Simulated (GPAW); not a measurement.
# As (R-3m) in GPAW: relaxation of cell and atoms with AM05

Aim: the relaxation of cell and atoms of As with AM05.

Program: GPAW 26.7.0. These are calculated values, not measurements. Logs are shortened: lines on timing, memory, paths and dates and some standing lists are left out, and cuts for length are marked. The log counts tension as positive stress, the text compression.

### 1 Starting point

It takes space group R-3m (No. 166, trigonal). The conventional cell has a = 3.762 Å, b = 3.762 Å, c = 10.542 Å, α = 90.00°, β = 90.00°, γ = 120.00°. As (site symmetry 3m) has 3 As at 2.51 Å as nearest neighbours.

### 2 Relaxation of cell and atoms, AM05

Contents of run.py:

```python
from ase.filters import FrechetCellFilter
from ase.io import write
from ase.optimize import BFGS
from ase.spacegroup import crystal
from gpaw import GPAW, PW, setup_paths

setup_paths.insert(0, '.')

# As 6c
atoms = crystal(['As'],
                basis=[[0.0, 0.0, 0.226]],
                spacegroup=166, setting=1,  # R-3m
                cellpar=[3.7615938, 3.7615938, 10.54218598, 90.0, 90.0, 120.0],
                primitive_cell=True)

calc = GPAW(mode=PW(600),
            xc='AM05',
            kpts={'size': (6, 6, 6), 'gamma': True},
            occupations={'name': 'fermi-dirac', 'width': 0.05},
            nbands=13,
            convergence={'density': 1e-06, 'energy': 1e-06, 'eigenstates': 1e-10},
            maxiter=150,
            txt='gpaw.txt')
atoms.calc = calc
opt = BFGS(FrechetCellFilter(atoms), trajectory='relax.traj', logfile='-')
done = opt.run(fmax=0.02, steps=40)
calc.write('gs.gpw')
write('result.traj', atoms)
print('Converged:', done)
print('Cell:', atoms.cell.cellpar().round(4))
print('Volume:', round(atoms.get_volume(), 4))
print(atoms.get_scaled_positions().round(5))
```

Potentials or basis: PAW data sets generated in the run's folder for this functional, pw.

Launch:

```
$ gpaw-setup -f AM05 As
$ OMP_NUM_THREADS=1 python run.py
```

gpaw.txt:

```text
__  _  _
 | _ |_)|_||  |
 |__||  | ||/\| - 26.7.0

Input parameters:
  mode=PW(ecut=600.0),
  convergence={'density': 1e-06, 'energy': 1e-06, 'eigenstates': 1e-10},
  kpts=MonkhorstPack(size=(6, 6, 6), gamma=True),
  maxiter=150,
  nbands=13,
  occupations=Occupations(name='fermi-dirac', width=0.05),
  xc=XC(name='AM05')

Diagonalizing LCAO Hamiltonian
Converting LCAO to pw mode

       As

       As

Atoms  # Å, Bohr magnetons
|   | symbol |        x |        y |        z |    initial magnetic moments |
|---|--------|----------|----------|----------|-----------------------------|
| 0 |     As | 0.000000 | 0.000000 | 2.382534 | ( 0.0000,  0.0000,  0.0000) |
| 1 |     As | 0.000000 | 0.000000 | 8.159652 | ( 0.0000,  0.0000,  0.0000) |

Unit cell  # Å
| periodic |         x |         y |        z |  lengths |    angles |
|----------|-----------|-----------|----------|----------|-----------|
|      yes |  1.880797 |  1.085879 | 3.514062 | 4.131000 | 54.167000 |
|      yes | -1.880797 |  1.085879 | 3.514062 | 4.131000 | 54.167000 |
|      yes | -0.000000 | -2.171757 | 3.514062 | 4.131000 | 54.167000 |
[... 173 lines left out ...]
No gap
No difference between direct/indirect transitions

Stress tensor  # eV/Ang^3
|         x |         y |        z |
|-----------|-----------|----------|
| -0.004376 |  0.000000 | 0.000000 |
|  0.000000 | -0.004376 | 0.000000 |
|  0.000000 |  0.000000 | 0.002617 |

Forces  # eV/Ang
|       x |        y |        z |
|---------|----------|----------|
| 0.00000 |  0.00000 |  0.26752 |  # As   0
| 0.00000 | -0.00000 | -0.26752 |  # As   1

Interpolating wave functions to new cell

       As
[... 189 lines left out ...]
Stress tensor  # eV/Ang^3
|         x |         y |         z |
|-----------|-----------|-----------|
| -0.002613 |  0.000000 | -0.000000 |
|  0.000000 | -0.002613 | -0.000000 |
| -0.000000 | -0.000000 |  0.004450 |

Forces  # eV/Ang
|       x |        y |        z |
|---------|----------|----------|
| 0.00000 |  0.00000 |  0.19336 |  # As   0
| 0.00000 | -0.00000 | -0.19336 |  # As   1

Interpolating wave functions to new cell

       As
[... 190 lines left out ...]
Stress tensor  # eV/Ang^3
|         x |         y |         z |
|-----------|-----------|-----------|
|  0.001489 | -0.000000 |  0.000000 |
| -0.000000 |  0.001489 | -0.000000 |
|  0.000000 | -0.000000 |  0.008900 |

Forces  # eV/Ang
|       x |        y |        z |
|---------|----------|----------|
| 0.00000 | -0.00000 | -0.00010 |  # As   0
| 0.00000 |  0.00000 |  0.00010 |  # As   1

Interpolating wave functions to new cell

       As
[... 187 lines left out ...]
No gap
No difference between direct/indirect transitions

Stress tensor  # eV/Ang^3
|        x |         y |         z |
|----------|-----------|-----------|
| 0.001795 | -0.000000 | -0.000000 |
| 0.000000 |  0.001795 | -0.000000 |
| 0.000000 | -0.000000 |  0.009150 |

Forces  # eV/Ang
|        x |       y |        z |
|----------|---------|----------|
| -0.00000 | 0.00000 | -0.03300 |  # As   0
|  0.00000 | 0.00000 |  0.03300 |  # As   1

Interpolating wave functions to new cell

       As
[... 188 lines left out ...]
No gap
No difference between direct/indirect transitions

Stress tensor  # eV/Ang^3
|        x |         y |         z |
|----------|-----------|-----------|
| 0.001123 | -0.000000 | -0.000000 |
| 0.000000 |  0.001123 |  0.000000 |
| 0.000000 | -0.000000 |  0.007230 |

Forces  # eV/Ang
|        x |        y |        z |
|----------|----------|----------|
| -0.00000 |  0.00000 | -0.11087 |  # As   0
|  0.00000 | -0.00000 |  0.11087 |  # As   1

Interpolating wave functions to new cell

       As
[... 190 lines left out ...]
Stress tensor  # eV/Ang^3
|         x |         y |         z |
|-----------|-----------|-----------|
| -0.000670 | -0.000000 |  0.000000 |
|  0.000000 | -0.000670 | -0.000000 |
| -0.000000 | -0.000000 |  0.003782 |

Forces  # eV/Ang
|        x |        y |        z |
|----------|----------|----------|
|  0.00000 |  0.00000 | -0.09780 |  # As   0
| -0.00000 | -0.00000 |  0.09780 |  # As   1

Interpolating wave functions to new cell

       As
[... 189 lines left out ...]
Stress tensor  # eV/Ang^3
|         x |         y |         z |
|-----------|-----------|-----------|
| -0.002135 |  0.000000 | -0.000000 |
| -0.000000 | -0.002135 | -0.000000 |
| -0.000000 | -0.000000 |  0.001062 |

Forces  # eV/Ang
|        x |        y |        z |
|----------|----------|----------|
| -0.00000 |  0.00000 | -0.04809 |  # As   0
|  0.00000 | -0.00000 |  0.04809 |  # As   1

Interpolating wave functions to new cell

       As
[... 139 lines left out ...]
SCF iterations
|iter     | |      energy | eigst |  dens |
|---------|-|-------------|-------|-------|
|iter:   1| |   -9.707220 | -3.62 |       |
|iter:   2| |   -9.707130 | -6.13 | -2.44 |
|iter:   3| |   -9.706687 | -5.15 | -2.48 |
|iter:   4| |   -9.706683 | -6.81 | -3.40 |
|iter:   5| |   -9.706683c| -8.07 | -3.88 |
|iter:   6| |   -9.706683c|-10.00 | -4.92 |
|iter:   7| |   -9.706683c|-10.95c| -5.36 |
|iter:   8| |   -9.706683c|-11.63c| -6.36c|

Converged in 8 steps
Energy contributions relative to reference atoms: (reference = -122848.832315)
[... 36 lines left out ...]
Stress tensor  # eV/Ang^3
|         x |         y |         z |
|-----------|-----------|-----------|
| -0.002441 | -0.000000 |  0.000000 |
| -0.000000 | -0.002441 | -0.000000 |
|  0.000000 | -0.000000 | -0.000052 |

Forces  # eV/Ang
|       x |        y |        z |
|---------|----------|----------|
| 0.00000 | -0.00000 | -0.00845 |  # As   0
| 0.00000 |  0.00000 |  0.00845 |  # As   1

Interpolating wave functions to new cell

       As
[... 189 lines left out ...]
Stress tensor  # eV/Ang^3
|         x |         y |         z |
|-----------|-----------|-----------|
| -0.001967 |  0.000000 | -0.000000 |
|  0.000000 | -0.001967 | -0.000000 |
|  0.000000 | -0.000000 | -0.000383 |

Forces  # eV/Ang
|        x |        y |        z |
|----------|----------|----------|
|  0.00000 |  0.00000 |  0.01004 |  # As   0
| -0.00000 | -0.00000 | -0.01004 |  # As   1

Interpolating wave functions to new cell

       As

       As

Atoms  # Å, Bohr magnetons
|   | symbol |         x |        y |        z |    initial magnetic moments |
|---|--------|-----------|----------|----------|-----------------------------|
| 0 |     As | -0.000000 | 0.000000 | 2.335378 | ( 0.0000,  0.0000,  0.0000) |
| 1 |     As | -0.000000 | 0.000000 | 7.878328 | ( 0.0000,  0.0000,  0.0000) |

Unit cell  # Å
| periodic |         x |         y |        z |  lengths |    angles |
|----------|-----------|-----------|----------|----------|-----------|
|      yes |  1.889730 |  1.091036 | 3.404569 | 4.043826 | 55.719958 |
|      yes | -1.889730 |  1.091036 | 3.404569 | 4.043826 | 55.719958 |
|      yes | -0.000000 | -2.182072 | 3.404569 | 4.043826 | 55.719958 |
[... 174 lines left out ...]
Stress tensor  # eV/Ang^3
|         x |         y |         z |
|-----------|-----------|-----------|
| -0.000824 |  0.000000 |  0.000000 |
|  0.000000 | -0.000824 |  0.000000 |
|  0.000000 |  0.000000 | -0.000376 |

Forces  # eV/Ang
|        x |        y |        z |
|----------|----------|----------|
|  0.00000 | -0.00000 |  0.01556 |  # As   0
| -0.00000 |  0.00000 | -0.01556 |  # As   1

# Writing to gs.gpw (mode='')
```

Wall time 2 min (1 thread of Arm Neoverse V1, shared host); peak memory 0.22 GiB.

Results:

```
Free energy                            : -9.7079 eV
Relaxed volume                         : 21.06 Å³/atom
Relaxed cell                           : a = 4.044 Å, b = 4.044 Å, c = 4.044 Å, α = 55.72°, β = 55.72°, γ = 55.72°
Space group after relaxing (to 0.05 Å) : R-3m (No. 166)
Energy gained by relaxing              : 5.3 meV/atom
Ionic steps                            : 10
Pressure after relaxing                : 0.1 GPa
Largest force after relaxing           : 0.016 eV/Å
Band gap on the k mesh                 : none (metal or under the smearing width)
```

Forces in eV/Å, atoms in the order of the input:
```
As   0.000  0.000  0.016
As   0.000  0.000 -0.016
```

The path:
| step | energy change (eV) | largest force (eV/Å) | pressure (GPa) | volume (Å³) |
| --- | --- | --- | --- | --- |
| 1 | 0.0000 | 0.2675 | 0.33 | 43.06 |
| 2 | -0.0020 | 0.1934 | 0.04 | 43.10 |
| 3 | -0.0050 | 0.0001 | -0.63 | 43.13 |
| 4 | -0.0057 | 0.0330 | -0.68 | 43.06 |
| 5 | -0.0084 | 0.1109 | -0.51 | 42.54 |
| 6 | -0.0095 | 0.0978 | -0.13 | 42.17 |
| 7 | -0.0101 | 0.0481 | 0.17 | 42.01 |
| 8 | -0.0103 | 0.0085 | 0.26 | 42.01 |
| 9 | -0.0104 | 0.0100 | 0.23 | 42.05 |
| 10 | -0.0106 | 0.0156 | 0.11 | 42.12 |

Final structure:
```
CELL_PARAMETERS angstrom
1.88973 1.09104 3.40457
-1.88973 1.09104 3.40457
0.00000 -2.18207 3.40457
ATOMIC_POSITIONS crystal
As 0.22865 0.22865 0.22865
As 0.77135 0.77135 0.77135
```

Levels at points of the mesh, in eV from the Fermi level:
| k point | band 3 | band 4 | band 5 | band 6 | band 7 | band 8 |
| --- | --- | --- | --- | --- | --- | --- |
| (0.00, 0.00, 0.00) | -2.44 | -2.13 | -2.13 | 1.86 | 3.00 | 3.00 |
| (0.50, 0.00, 0.00) | -2.76 | -2.58 | -0.39 | -0.35 | 0.25 | 1.02 |
| (0.50, 0.50, 0.00) | -6.28 | -4.36 | -4.32 | 1.43 | 5.61 | 6.76 |
| (0.50, 0.50, 0.50) | -1.83 | -1.83 | -0.74 | 0.44 | 0.44 | 1.61 |

Caveat: later steps reuse the first step's grids.
